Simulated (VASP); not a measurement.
PbS (Galena), 2 atoms in the cell. The structure is cubic, space group Fm-3m (No. 225). The conventional cell has a = 5.931 Å, b = 5.931 Å, c = 5.931 Å, α = 90.00°, β = 90.00°, γ = 90.00°. Pb (site symmetry m-3m) has 6 S at 2.97 Å as nearest neighbours. Around S (site symmetry m-3m) lie 6 Pb at 2.97 Å. 

| Property | Result |
| --- | --- |
| Program | VASP 6.6.1 |
| Task | single point |
| Functional | PBE |
| Potentials or basis | VASP PAW PBE potentials, release 64 (Pb_d, S) |
| Cutoff | 520 eV |
| k mesh | 8 × 8 × 8 |
| Occupations | gaussian, width 0.011 eV |
| Spin | no spin polarisation |
| Further INCAR settings | ALGO = Fast; EDIFF = 1e-07 |

Potentials or basis: VASP PAW PBE potentials, release 64 (Pb_d, S).

Run with:

```console
$ cat potpaw_PBE.64/Pb_d/POTCAR potpaw_PBE.64/S/POTCAR > POTCAR
$ mpirun -np 1 vasp_std > vasp.out
```

Hardware: 1 thread of AMD EPYC 7R43 64-Core Processor (Zen 3), with other jobs on the host.

Problem. How long does it take, and how much memory?

Solution. Run time: 57 s on 1 thread of AMD EPYC 7R43 64-Core Processor (Zen 3), on a shared host, peak memory 0.14 GiB. Counts: scf iterations 16, k points 29.
